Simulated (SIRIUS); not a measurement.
# SiC (Moissanite 3C) (F-43m) in SIRIUS: reference runs

How does SiC (Moissanite 3C) come out in PBEsol? The cell is run as given.

All numbers are computed with SIRIUS 7.10.0; they aren't measurements. Logs are shortened: lines on timing, memory, paths and dates and some standing lists are left out, and cuts for length are marked. The log counts tension as positive stress, the text compression.

**The experiment to reproduce.**

“Insight into the structural, elastic and electronic properties of a new orthorhombic 6O-SiC polytype”, 2020, pmc:7200658 quotes, for a bulk crystal of SiC: band gap 2.4 eV (indirect).

How close the calculation comes is told below.

## Step 1: Starting point

It takes space group F-43m (No. 216, cubic). Conventional cell: a = 4.358 Å, b = 4.358 Å, c = 4.358 Å, α = 90.00°, β = 90.00°, γ = 90.00°. Around Si (site symmetry -43m) lie 4 C at 1.89 Å. C (site symmetry -43m) has 4 Si at 1.89 Å as nearest neighbours.

## Step 2: Single point, PBEsol

sirius.json reads:

```json
{
  "control": {
    "processing_unit": "cpu",
    "verbosity": 2,
    "num_bands_to_print": 10,
    "print_forces": true,
    "print_stress": true
  },
  "parameters": {
    "electronic_structure_method": "pseudopotential",
    "xc_functionals": ["XC_GGA_X_PBE_SOL", "XC_GGA_C_PBE_SOL"],
    "gk_cutoff": 9.1,
    "pw_cutoff": 18.2,
    "ngridk": [10, 10, 10],
    "shiftk": [0, 0, 0],
    "smearing": "fermi_dirac",
    "smearing_width": 0.0018374661,
    "num_bands": 10,
    "num_mag_dims": 0,
    "num_dft_iter": 100,
    "energy_tol": 1e-08,
    "density_tol": 1e-06
  },
  "iterative_solver": {
    "type": "davidson",
    "min_tolerance": 1e-09,
    "tolerance_scale": [0.1, 0.25]
  },
  "mixer": {
    "type": "anderson",
    "beta": 0.7,
    "max_history": 8
  },
  "settings": {
    "tol_ne": 1e-10,
    "pseudo_grid_cutoff": 6.5
  },
  "unit_cell": {
    "lattice_vectors": [
      [0.0, 0.707106781187, 0.707106781187],
      [0.707106781187, 0.0, 0.707106781187],
      [0.707106781187, 0.707106781187, 0.0]
    ],
    "lattice_vectors_scale": 5.8233258895,
    "atom_coordinate_units": "lattice",
    "atom_types": ["Si", "C"],
    "atom_files": {
      "C": "C.json",
      "Si": "Si.json"
    },
    "atoms": {
      "Si": [
        [0.0, 0.0, 0.0]
      ],
      "C": [
        [0.75, 0.75, 0.75]
      ]
    }
  }
}
```

Potentials or basis: PseudoDojo 0.4.1 PBEsol standard (scalar relativistic).

Started as:

```sh
$ upf_to_json C.upf
$ upf_to_json Si.upf
$ OMP_NUM_THREADS=1 sirius.scf --input=sirius.json --output=out.json --task=0
```

Standard output:

```text
[info] SIRIUS version : 7.10.0
[info] number of MPI ranks           : 1
[info] MPI grid                      : 1 1
[info] maximum number of OMP threads : 1
[fft] FFT context for density and potential
[fft] =====================================
[fft]   comm size                             : 1
[fft]   plane wave cutoff                     : 18.2
[fft]   grid size                             : 36 36 36   total : 46656
[fft]   grid limits                           : -17 18   -17 18   -17 18
[fft]   number of G-vectors within the cutoff : 7106
[fft]   local number of G-vectors             : 7106
[fft]   number of G-shells                    : 413
[fft] FFT context for coarse grid
[fft] =====================================
[fft]   comm size                             : 1
[fft]   plane wave cutoff                     : 18.2
[fft]   grid size                             : 36 36 36   total : 46656
[fft]   grid limits                           : -17 18   -17 18   -17 18
[fft]   number of G-vectors within the cutoff : 7106
[fft]   local number of G-vectors             : 7106
[fft]   number of G-shells                    : 413
[unit cell] lattice vectors
[unit cell]   a1 :       0.0000000000      4.1177132255      4.1177132255
[unit cell]   a2 :       4.1177132255      0.0000000000      4.1177132255
[unit cell]   a3 :       4.1177132255      4.1177132255      0.0000000000
[unit cell] reciprocal lattice vectors
[unit cell]   b1 :      -0.7629459561      0.7629459561      0.7629459561
[unit cell]   b2 :       0.7629459561     -0.7629459561      0.7629459561
[unit cell]   b3 :       0.7629459561      0.7629459561     -0.7629459561
[unit cell] unit cell volume :       139.63628550 [a.u.^3]
[unit cell] 1/sqrt(omega)    :         0.08462542
[unit cell] MT volume        :         0.00000000 ( 0.00%)
[unit cell] IT volume        :       139.63628550 (100.00%)
[unit cell] number of atom types : 2
[unit cell] type id : 0 symbol : Si mt_radius :  15.090000 num_atoms : 1
[unit cell] type id : 1 symbol :  C mt_radius :  12.470000 num_atoms : 1
[unit cell] total number of atoms : 2
[unit cell] number of symmetry classes : 2
[unit cell] number of PAW atoms : 0
[unit cell] atom id  type id  class id             position                      vector_field
[unit cell] ------------------------------------------------------------------------------------------
[unit cell]      0        0        0      0.00000   0.00000   0.00000      0.00000   0.00000   0.00000
[unit cell]      1        1        1      0.75000   0.75000   0.75000      0.00000   0.00000   0.00000
[unit cell] atom id         position (Cartesian, a.u.)
[unit cell] ---------------------------------------------
[unit cell]      0       0.000000    0.000000    0.000000
[unit cell]      1       6.176570    6.176570    6.176570
[unit cell] class id : 0 atom id : 0
[unit cell] class id : 1 atom id : 1
[unit cell] minimum bond length:     3.566044
[unit cell] total number of pseudo wave-functions: 8
[sym] space group number   : 216
[sym] international symbol : F-43m
[sym] Hall symbol          : F -4 2 3
[sym] space group transformation matrix :
[sym]   0.0000  0.5000  0.5000
[sym]  -0.5000 -0.5000  0.0000
[sym]   0.5000  0.0000  0.5000
[sym] space group origin shift :
[sym]   0.0000  0.0000  0.0000
[sym] number of space group operations  : 24
[sym] number of magnetic group operations : 24
[sym] metric tensor error: 0.0000e+00
[sym] rotation matrix error: 3.3307e-16
[sym] symmetry operations
[... 213 lines left out ...]
[find] | SCF iteration   4 out of 100|
[diagonalize] iterative solver tolerance (occupied, empty): 3.52282e-05 3.52282e-05
[... 46 lines left out ...]
[find] Total energy                   :     -10.25611643 (Ha),     -20.51223286 (Ry)
[find] Free energy (E-TS)             :     -10.25611643 (Ha),     -20.51223286 (Ry)
[find] band gap (eV)                  :       1.24036125
[find] Efermi                         :       0.37036985
[find] iteration : 9, RMS : 2.468773337083e-07, energy difference : -2.344282989952e-09
[find] Hartree energy of density residual : 2.345971076640e-12
[find] | SCF iteration  10 out of 100|
[diagonalize] iterative solver tolerance (occupied, empty): 7.86881e-09 7.86881e-09
[diagonalize] average number of iterations: 2.59574
[find] Total energy                   :     -10.25611643 (Ha),     -20.51223286 (Ry)
[find] Free energy (E-TS)             :     -10.25611643 (Ha),     -20.51223287 (Ry)
[find] band gap (eV)                  :       1.24034313
[find] Efermi                         :       0.37037015
[find] iteration : 10, RMS : 4.808524456941e-08, energy difference : -4.821600896321e-10
[find] Hartree energy of density residual : 1.670602269762e-13
[find] bands are converged : true
[find] iterative solver converged : false
[find] +------------------------------+
[find] | SCF iteration  11 out of 100|
[find] +------------------------------+
[diagonalize] iterative solver tolerance (occupied, empty): 1.9672e-09 1.9672e-09
[diagonalize] average number of iterations: 2.3617
[diagonalize] Lowest band energies
[diagonalize] ik:    0   -0.220323    0.346869    0.346869    0.346869    0.573774    0.612808    0.612808    0.612808    0.878619    0.943252
[diagonalize] ik:    1   -0.213118    0.309472    0.341895    0.341895    0.583118    0.621764    0.621764    0.623060    0.842922    0.842922
[diagonalize] ik:    2   -0.191812    0.231058    0.330504    0.330504    0.572177    0.634896    0.634896    0.667021    0.818197    0.818197
[diagonalize] ik:    3   -0.157670    0.145560    0.318801    0.318801    0.557140    0.629621    0.629621    0.701853    0.848238    0.848238
[diagonalize] ik:    4   -0.115246    0.069460    0.310715    0.310715    0.547269    0.615598    0.615598    0.711496    0.917670    0.918447
[diagonalize] ...
[diagonalize] ik:   42   -0.037991    0.085358    0.139235    0.234881    0.500170    0.661792    0.729514    0.763218    0.826195    0.930287
[diagonalize] ik:   43   -0.031304    0.066140    0.204969    0.205576    0.436083    0.543259    0.806205    0.852323    0.860925    1.021410
[diagonalize] ik:   44   -0.054743    0.097976    0.166759    0.217751    0.524310    0.647301    0.667199    0.796347    0.835664    0.955349
[diagonalize] ik:   45   -0.035074    0.084835    0.154760    0.203367    0.532936    0.655547    0.707050    0.738048    0.844155    0.963291
[diagonalize] ik:   46   -0.026259    0.083421    0.168296    0.176393    0.515848    0.639714    0.712334    0.755385    0.864998    0.986636
[find] Charges and magnetic moments
[find] --------------------------------------------------------------------------------
[find] total charge          : 8.000000
[find] Energy
[find] --------------------------------------------------------------------------------
[find] valence_eval_sum               :       1.03494143
[find] <rho|V^{XC}>                   :      -4.07394243
[find] <rho|E^{XC}>                   :      -3.75331583
[find] <mag|B^{XC}>                   :       0.00000000
[find] <rho|V^{H}>                    :       2.29214754
[find] one-electron contribution      :       2.81673632 (Ha),       5.63347265 (Ry)
[find] hartree contribution           :       1.14607377
[find] xc contribution                :      -3.75331583
[find] ewald contribution             :     -10.46561088
[find] PAW contribution               :       0.00000000
[find] smearing (-TS)                 :      -0.00000000
[find] SCF correction                 :       0.00000019
[find] Total energy                   :     -10.25611643 (Ha),     -20.51223286 (Ry)
[find] Free energy (E-TS)             :     -10.25611643 (Ha),     -20.51223287 (Ry)
[find] band gap (eV)                  :       1.24034653
[find] Efermi                         :       0.37037014
[find] iteration : 11, RMS : 2.184654927958e-08, energy difference : -8.095213388515e-11
[find] Hartree energy of density residual : 2.768542472995e-14
[find] bands are converged : false
[find] iterative solver converged : true
[find] converged after 12 SCF iterations!
[find] Charges and magnetic moments
[find] --------------------------------------------------------------------------------
[find] total charge          : 8.000000
[find] Energy
[find] --------------------------------------------------------------------------------
[find] valence_eval_sum               :       1.03494143
[find] <rho|V^{XC}>                   :      -4.07394243
[find] <rho|E^{XC}>                   :      -3.75331583
[find] <mag|B^{XC}>                   :       0.00000000
[find] <rho|V^{H}>                    :       2.29214754
[find] one-electron contribution      :       2.81673632 (Ha),       5.63347265 (Ry)
[find] hartree contribution           :       1.14607377
[find] xc contribution                :      -3.75331583
[find] ewald contribution             :     -10.46561088
[find] PAW contribution               :       0.00000000
[find] smearing (-TS)                 :      -0.00000000
[find] SCF correction                 :       0.00000019
[find] Total energy                   :     -10.25611643 (Ha),     -20.51223286 (Ry)
[find] Free energy (E-TS)             :     -10.25611643 (Ha),     -20.51223287 (Ry)
[find] band gap (eV)                  :       1.24034653
[find] Efermi                         :       0.37037014
[ground_state] === stress tensor components [kbar] ===
[ground_state] === stress_kin ===
[ground_state] -8243.706354    0.000000    0.000000
[ground_state]     0.000000-8243.706354   -0.000000
[ground_state]     0.000000   -0.000000-8243.706354
[ground_state] === stress_har ===
[ground_state]  -804.916140    0.000000    0.000000
[ground_state]     0.000000 -804.916140   -0.000000
[ground_state]     0.000000   -0.000000 -804.916140
[ground_state] === stress_ewald ===
[ground_state]  7350.259074   -0.000000    0.000000
[ground_state]    -0.000000 7350.259074    0.000000
[ground_state]     0.000000    0.000000 7350.259074
[ground_state] === stress_vloc ===
[ground_state]   571.948773   -0.000000    0.000000
[ground_state]    -0.000000  571.948773    0.000000
[ground_state]     0.000000    0.000000  571.948773
[ground_state] === stress_xc ===
[ground_state]   680.270349   -0.000000   -0.000000
[ground_state]    -0.000000  680.270349    0.000000
[ground_state]    -0.000000    0.000000  680.270349
[ground_state] === stress_core ===
[ground_state]  1609.714371   -0.000000   -0.000000
[ground_state]    -0.000000 1609.714371    0.000000
[ground_state]    -0.000000    0.000000 1609.714371
[ground_state] === stress_nonloc ===
[ground_state] -1162.273294    0.000000    0.000000
[ground_state]     0.000000-1162.273294   -0.000000
[ground_state]     0.000000   -0.000000-1162.273294
[ground_state] === stress_us_nl ===
[ground_state] -1162.273294    0.000000    0.000000
[ground_state]     0.000000-1162.273294   -0.000000
[ground_state]     0.000000   -0.000000-1162.273294
[ground_state] === stress_total ===
[ground_state]     1.296780   -0.000000    0.000000
[ground_state]    -0.000000    1.296780    0.000000
[ground_state]     0.000000    0.000000    1.296780
[ground_state] ==== total Forces in Ha/bohr =====
[ground_state] atom:    0, force:      -0.0000000     -0.0000000      0.0000000
[ground_state] atom:    1, force:      -0.0000000     -0.0000000      0.0000000
[ground_state] ==== ultrasoft contribution from Qij =====
[ground_state] atom:    0, force:       0.0000000      0.0000000      0.0000000
[ground_state] atom:    1, force:       0.0000000      0.0000000      0.0000000
[ground_state] ==== non-local contribution from Beta-projector =====
[ground_state] atom:    0, force:       0.0000000      0.0000000      0.0000000
[ground_state] atom:    1, force:      -0.0000000     -0.0000000      0.0000000
[ground_state] ==== contribution from local potential =====
[ground_state] atom:    0, force:       0.0000000     -0.0000000      0.0000000
[ground_state] atom:    1, force:       0.0000000      0.0000000     -0.0000000
[ground_state] ==== contribution from core density =====
[ground_state] atom:    0, force:       0.0000000      0.0000000      0.0000000
[ground_state] atom:    1, force:       0.0000000      0.0000000      0.0000000
[ground_state] ==== Ewald forces from ions =====
[ground_state] atom:    0, force:      -0.0000000     -0.0000000      0.0000000
[ground_state] atom:    1, force:      -0.0000000     -0.0000000      0.0000000
[~DFT_ground_state] local op. applied: 13974
[~DFT_ground_state] evp. work count: 6089.46
[~DFT_ground_state] number of iterative solver steps: 1648
```

Run time: 19 s. Hardware: 1 thread of Arm Neoverse V1, shared host; peak memory 0.23 GiB.

What came out:

- Free energy: -279.0831 eV
- Pressure: -0.1 GPa
- Band gap on the k mesh: 1.24 eV

## Step 3: Comparison with measurements

Step 2. A measured gap of SiC is 2.4 eV (indirect; quoted in “Insight into the structural, elastic and electronic properties of a new orthorhombic 6O-SiC polytype”, 2020, pmc:7200658); the calculated 1.24 eV misses it by -1.16 eV. 2 values of this kind are on record in papers (2.39 to 2.4 eV); this one was drawn at random among those near their median. The value is that of PBEsol on a finite k mesh, which can miss the band edges, without temperature or zero-point motion. Semilocal functionals fall short of measured gaps as a rule.
